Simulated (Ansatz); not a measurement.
## Heating and cooling a random packing of Al2O3

A packing of 25 atoms, thrown in at random and pushed apart as soft spheres with like charges further apart (10 Al, 15 O) went through Langevin stages in a fixed cell of 10.92 Å³/atom, at one k point, without spin and with a Fermi–Dirac width of kT (0.05 eV at least). Computed with DFT PBE, scalar-relativistic, plane waves, PAW in Ansatz 0.2.0.

```json
{"thermostat (K)": "3000", "duration (fs)": "48", "friction (1/fs)": "0.030", "cutoff (eV)": "320", "mean T (K)": "3801", "mean P (GPa)": "18.3", "mean square displacement (Å²)": "0.41"}
{"thermostat (K)": "3000", "duration (fs)": "500", "friction (1/fs)": "0.030", "cutoff (eV)": "420", "mean T (K)": "2872", "mean P (GPa)": "18.0", "mean square displacement (Å²)": "1.55"}
{"thermostat (K)": "2160", "duration (fs)": "500", "friction (1/fs)": "0.030", "cutoff (eV)": "420", "mean T (K)": "2097", "mean P (GPa)": "15.0", "mean square displacement (Å²)": "0.36"}
{"thermostat (K)": "1200", "duration (fs)": "500", "friction (1/fs)": "0.030", "cutoff (eV)": "420", "mean T (K)": "1132", "mean P (GPa)": "13.2", "mean square displacement (Å²)": "0.14"}
{"thermostat (K)": "300", "duration (fs)": "500", "friction (1/fs)": "0.030", "cutoff (eV)": "420", "mean T (K)": "292", "mean P (GPa)": "12.2", "mean square displacement (Å²)": "0.07"}
```

Means run over the second half of a stage; pressure includes the kinetic part; displacements count from the stage's start, the atoms' common shift taken off. In so short a run the atoms moved about a bond length or less in the hot stages, so this is an annealed packing, not a quenched equilibrium liquid.

Cell and atoms were then relaxed on coarser meshes and computed once more: Settings: cutoff 420 eV, Γ-centred mesh 3×3×3 on the computed 25-atom cell, Gaussian smearing of 0.02 eV; no spin polarisation.

Task: What structure is left?

Result: One draw of many: 12.61 Å³/atom with a gap on the mesh of 3.33 eV, 2.76 eV/atom below the elements' standard states (static lattices, no corrections for gases) (a random packing after short dynamics, relaxed).

Counting as bonded all pairs within 1.2 times the summed covalent radii, but none from a metal cation to another cation:

```
atom → neighbour mean count mean length (Å) spread (Å)
          Al → O        4.20             1.82        0.08
          O → Al        2.80             1.82        0.08
```

Angles between all pairs of such bonds at an atom (mean ± spread): 108 ± 19° at Al, 118 ± 19° at O.

```
Al O
1.0
     7.34918   -0.30576   -0.27019
    -0.30790    7.38194   -0.46808
    -0.26017   -0.44656    5.85949
Al O
10 15
Direct
  0.33836 0.29205 0.64337
  0.64373 0.16904 0.53040
  0.92990 0.91751 0.74003
  0.03342 0.58378 0.51168
  0.52864 0.38627 0.23065
  0.15399 0.91280 0.25186
  0.79465 0.65776 0.96408
  0.24038 0.60623 0.99381
  0.52635 0.98238 0.98120
  0.09684 0.25473 0.19304
  0.57482 0.15125 0.22299
  0.21424 0.14840 0.40785
  0.72641 0.87963 0.94054
  0.47650 0.11852 0.74949
  0.54257 0.39176 0.53845
  0.11367 0.82359 0.52128
  0.03212 0.68914 0.09400
  0.94570 0.39669 0.31049
  0.21084 0.49066 0.70462
  0.28899 0.40973 0.13054
  0.06647 0.04292 0.00518
  0.35431 0.83049 0.08606
  0.62471 0.52342 0.05533
  0.84049 0.07563 0.58398
  0.86331 0.65705 0.68316
```

An odd mesh misses points on the zone edge, so a gap read on it can be too wide.

Cost: 6 runs of about 30 core-minutes in all (earlier runs that led there not counted), on Arm Neoverse V1 (shared hosts).